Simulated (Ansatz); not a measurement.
**In: energy and pressure over a range of volumes**

The task here is to estimate one member of a computed series from the others.

Method: DFT PBE, scalar-relativistic, in Ansatz 0.2.0.

**The system as given**

It takes space group I4/mmm (No. 139, tetragonal). The conventional cell has a = 3.252 Å, b = 3.252 Å, c = 4.948 Å, α = 90.00°, β = 90.00°, γ = 90.00°. In (site symmetry 4/mmm) has 12 In at 3.25 to 3.38 Å as nearest neighbours.

As a file:

```
CELL_PARAMETERS angstrom
-1.62615 1.62615 2.47395
1.62615 -1.62615 2.47395
1.62615 1.62615 -2.47395
ATOMIC_POSITIONS crystal
In 0.00000 0.00000 0.00000
```

Set-up of the first run:

Contents of input.yaml:

```yaml
crystal:
  lattice:
    - [-1.5929539507, 1.5929539507, 2.4234470537]
    - [1.5929539507, -1.5929539507, 2.4234470537]
    - [1.5929539507, 1.5929539507, -2.4234470537]
  atoms:
    - { symbol: In, position: [0.0, 0.0, 0.0] }
kpoints:
  mp_grid: { grid: [12, 12, 14] }
  band_path:
    path:
      - [0.0, 0.0, 0.0]
      - [0.0, 0.0, 0.5]
      - [0.25, 0.25, 0.25]
      - [0.0, 0.5, 0.0]
      - [0.0, 0.0, 0.0]
      - [0.5, 0.5, -0.5]
      - [0.3580138334, 0.6419861666, -0.3580138334]
      - [-0.3580138334, 0.3580138334, 0.3580138334]
      - [0.0, 0.0, 0.0]
    npoints: 5
scf:
  occupations: { method: fermi_dirac, width: 0.05 }
hamiltonian:
  xc: pbe
  pseudopotentials: { kind: all_electron, lapw: { basis_error: 0.001 } }
output:
  forces: true
  stress: true
  eigenvalues: true
```

Started as:

```console
$ ansatz run input.yaml --threads 1 --pin off --max-ram 3072MiB --backend cpu --events-out ev --progress --plain --runs-dir out
```

Steps of the session up to this table: Volume × 0.94, LAPW; Volume × 0.94, PAW; Volume × 0.94, crystal datasets; Volume × 0.98, LAPW; Volume × 0.98, PAW; Volume × 0.98, crystal datasets; Volume × 1.01, LAPW; Volume × 1.01, PAW; Volume × 1.01, crystal datasets; Volume × 1.04, LAPW; Volume × 1.04, PAW; Volume × 1.04, crystal datasets.

One of the session's tables, all rows but one given; the rest of the session is left out.

| method | volume (Å³/atom) | pressure (GPa) |
| --- | --- | --- |
| LAPW | 24.598 | 5.32 |
| LAPW | 25.645 | 3.01 |
| LAPW | 26.430 | ? |
| LAPW | 27.215 | 0.42 |
| PAW | 24.598 | 5.32 |
| PAW | 25.645 | 3.01 |
| PAW | 26.430 | 1.60 |
| PAW | 27.215 | 0.42 |
| crystal datasets | 24.598 | 5.32 |
| crystal datasets | 25.645 | 3.01 |
| crystal datasets | 26.430 | 1.60 |
| crystal datasets | 27.215 | 0.42 |

Q: Estimate the row for LAPW, 26.430 from the others.

The run gave: pressure (GPa): 1.61. In the column «pressure (GPa)» it lies between crystal datasets, 26.430 (1.60) and LAPW, 25.645 (3.01).

To keep in mind: Warnings in the runs' records: symmetry narrowed by mesh, gradients without spin orbit, crystal datasets made.
